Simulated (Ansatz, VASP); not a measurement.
PbO2: VASP beside Ansatz

```
CELL_PARAMETERS angstrom
0.00000 2.68386 2.68386
2.68386 0.00000 2.68386
2.68386 2.68386 0.00000
ATOMIC_POSITIONS crystal
Pb 0.00000 0.00000 0.00000
O 0.75000 0.75000 0.75000
O 0.25000 0.25000 0.25000
```

Change from the starting cell: volume scaled by 0.98.

Alike in both runs: task single point; functional PBEsol; k mesh 9 × 9 × 9; occupations fermi-dirac, width 0.05 eV; no spin polarisation.

|  | VASP | Ansatz |
| --- | --- | --- |
| version | VASP 6.6.1 | Ansatz 0.2.0 |
| potentials or method | VASP PAW PBE potentials, release 64 (Pb_d, O) | Ansatz PAW |
| plane-wave cutoff (eV) | 520 | 420 |
| valence electrons in the cell | 26 | 26 |

VASP gave:

| Quantity | Value |
| --- | --- |
| gap on the k mesh at the Fermi level (eV) | none |
| pressure (GPa) | -2.8 |

Estimate Ansatz's values.

gap on the k mesh at the Fermi level (eV): none; pressure (GPa): -3.0.

A gap of «none» marks a metal or a gap that the smearing closes.

Caveats: the PAW data sets were made with another functional, which shifts forces and pressure a little (VASP); the pressure holds a Pulay correction of +0.7 GPa for the finite cutoff (Ansatz); the PAW data sets come from PBE, with cores solved anew for the run's functional, which leaves a small shift of forces and pressure (Ansatz). The runs have no spin-orbit coupling, so splittings on Pb are missing.
